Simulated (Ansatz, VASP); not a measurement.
## PbF2: VASP beside Ansatz

Contents of INCAR:

```
  PREC = Accurate
  ENCUT = 520
  EDIFF = 1E-6
  ISMEAR = 0
  SIGMA = 0.05
  LREAL = F
  LASPH = T
  NELM = 60
  ALGO = Normal
  ISIF = 2
  LWAVE = F
  LCHARG = T
  GGA = PE
  LELF = T
  LVHAR = T
  NBANDS = 21
```

Contents of KPOINTS:

```
regular mesh
0
Gamma
  8 8 8
```

The input POSCAR:

```
PbF2
1.0
    0.0000000000      3.0589455000      3.0143977500
    3.0589455000      0.0000000000      3.0143977500
    3.0589455000      3.0589455000      0.0000000000
Pb F
1 2
Direct
    0.0000000000      0.0000000000      0.0000000000
    0.2500000000      0.2500000000      0.2500000000
    0.7500000000      0.7500000000      0.7500000000
```

Input for Ansatz:

```yaml
crystal:
  lattice:
    - [0.0, 3.0589455, 3.01439775]
    - [3.0589455, 0.0, 3.01439775]
    - [3.0589455, 3.0589455, 0.0]
  atoms:
    - { symbol: Pb, position: [0.0, 0.0, 0.0] }
    - { symbol: F, position: [0.25, 0.25, 0.25] }
    - { symbol: F, position: [0.75, 0.75, 0.75] }
basis:
  ecutwfc: 420
kpoints:
  mp_grid: { grid: [8, 8, 8] }
hamiltonian:
  xc: pbe
scf:
  occupations: { method: gaussian, width: 0.05 }
output:
  forces: true
  stress: true
  eigenvalues: true
  write_density: true
  write_potential: true
  elf: true
  volumetric_format: npy
```

Change from the starting cell: strain +0.030 along x and y, +0.015 along z, atoms carried along.

Alike in both runs: task single point; functional PBE; k mesh 8 × 8 × 8; occupations gaussian, width 0.05 eV; no spin polarisation.

|  | VASP | Ansatz |
| --- | --- | --- |
| version | VASP 6.6.1 | Ansatz 0.2.0 |
| potentials or method | VASP PAW PBE potentials, release 64 (Pb_d, F) | scalar-relativistic, plane waves, PAW |
| plane-wave cutoff (eV) | 520 | 420 |
| valence electrons in the cell | 28 | 28 |

|  | VASP | Ansatz | Ansatz less VASP |
| --- | --- | --- | --- |
| gap on the k mesh at the Fermi level (eV) | 4.36 | 4.36 | +0.004 |
| least direct gap on the mesh (eV) | 4.54 | 4.54 | +0.003 |
| pressure (GPa) | -2.8 | -2.6 | +0.20 |
| largest component of the traceless stress (GPa) | 0.53 | 0.53 | -0.003 |

With one functional, cell and mesh, what is left measures potentials, basis and numerics.

Caveats: spin-orbit coupling is left out, which as a rule narrows the gap of such compounds by several tenths of an eV. A k mesh can miss the band edges.
